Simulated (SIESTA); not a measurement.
## Li2O: band structure with PBEsol

The system is Li2O.

```
O Li
1.0
     0.00000    2.32685    2.32685
     2.32685    0.00000    2.32685
     2.32685    2.32685    0.00000
O Li
1 2
Direct
  0.00000 0.00000 0.00000
  0.25000 0.25000 0.25000
  0.75000 0.75000 0.75000
```

The cell comes from a database or a generator and needn't be the stable form of this composition.

```yaml
Program: SIESTA 5.4.2
Task: band structure
Functional: PBEsol
Potentials_or_basis: PseudoDojo 0.4 standard (PBEsol files)
Basis: DZP (energy shift 0.003 Ry; two zetas on semicore shells)
Grid_cutoff: 800 Ry
Energy_shift: 0.003 Ry
k_mesh: 10 × 10 × 10
Occupations: fermi-dirac, width 0.05 eV
Spin: no spin polarisation
```

| Item | Value |
| --- | --- |
| Pressure | -2.3 GPa |
| Band gap on the k mesh | 4.95 eV, indirect (least direct gap 4.99 eV) |
| Band gap along the path | 4.95 eV, indirect (least direct gap 4.99 eV) |

Levels at the corners of the path, in eV from the valence-band top:
| point | band 3 | band 4 | band 5 | band 6 | band 7 | band 8 | band 9 | band 10 |
| --- | --- | --- | --- | --- | --- | --- | --- | --- |
| Γ | -15.29 | 0.00 | 0.00 | 0.00 | 4.99 | 11.70 | 11.70 | 11.70 |
| X | -15.00 | -1.62 | -1.37 | -1.37 | 4.95 | 13.57 | 13.57 | 14.53 |
| W | -15.00 | -1.78 | -1.49 | -1.49 | 6.99 | 10.28 | 13.91 | 13.91 |
| K | -15.01 | -2.00 | -1.52 | -1.08 | 6.44 | 11.40 | 13.63 | 14.11 |
| Γ | -15.29 | 0.00 | 0.00 | 0.00 | 4.99 | 11.70 | 11.70 | 11.70 |
| L | -15.07 | -2.76 | -0.44 | -0.44 | 9.13 | 9.55 | 12.47 | 12.47 |
| U | -15.01 | -2.00 | -1.52 | -1.08 | 6.44 | 11.40 | 13.63 | 14.11 |
| W | -15.00 | -1.78 | -1.49 | -1.49 | 6.99 | 10.28 | 13.91 | 13.91 |
| L | -15.07 | -2.76 | -0.44 | -0.44 | 9.13 | 9.55 | 12.47 | 12.47 |
| K | -15.01 | -2.00 | -1.52 | -1.08 | 6.44 | 11.40 | 13.63 | 14.11 |
| U | -15.01 | -2.00 | -1.52 | -1.08 | 6.44 | 11.40 | 13.63 | 14.11 |
| X | -15.00 | -1.62 | -1.37 | -1.37 | 4.95 | 13.57 | 13.57 | 14.53 |

Wall time 66 s on 1 thread of Intel(R) Xeon(R) 6975P-C (Granite Rapids) (shared host), peak memory 0.32 GiB.

Caveat: the basis of atomic orbitals isn't converged, which shifts pressures, moduli and gaps.
